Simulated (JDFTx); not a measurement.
Crystal: BN.

```
CELL_PARAMETERS angstrom
2.55394 0.00000 0.00000
-1.27697 2.21178 0.00000
0.00000 0.00000 4.22685
ATOMIC_POSITIONS crystal
N 0.33333 0.66667 0.12528
N 0.66667 0.33333 0.62528
B 0.33333 0.66667 0.49972
B 0.66667 0.33333 0.99972
```

Measurements of this composition are mostly on another form, of space group No. 194.

Base run:

* Program: JDFTx 1.7.0 (patched build)
* Functional: r2SCAN
* Potentials or basis: SG15-PBE-1.2 with smoothed tails
* Cutoff: 1361 eV
* Density cutoff: 10885 eV
* k mesh: 8 × 8 × 4
* Occupations: fermi-dirac, width 0.05 eV
* Spin: no spin polarisation

Its results: band gap on the k mesh 6.10 eV, indirect (least direct gap 8.87 eV); pressure -5.1 GPa; largest force 0.030 eV/Å.

Task: The run is repeated on the same cell with these changes: functional from r2SCAN to LDA. What comes out?

Result: Band gap on the k mesh 5.24 eV, indirect (least direct gap 8.08 eV); pressure -4.6 GPa; largest force 0.006 eV/Å.

r2SCAN gives the wider gap, since meta-GGAs in the generalised Kohn-Sham scheme recover part of the derivative discontinuity.

Caveats: the empty levels aren't tightly converged; the potentials were made for another functional, which shifts forces and pressure; meta-GGA forces are noisy on this grid (some runs).

A k mesh can miss the band edges.
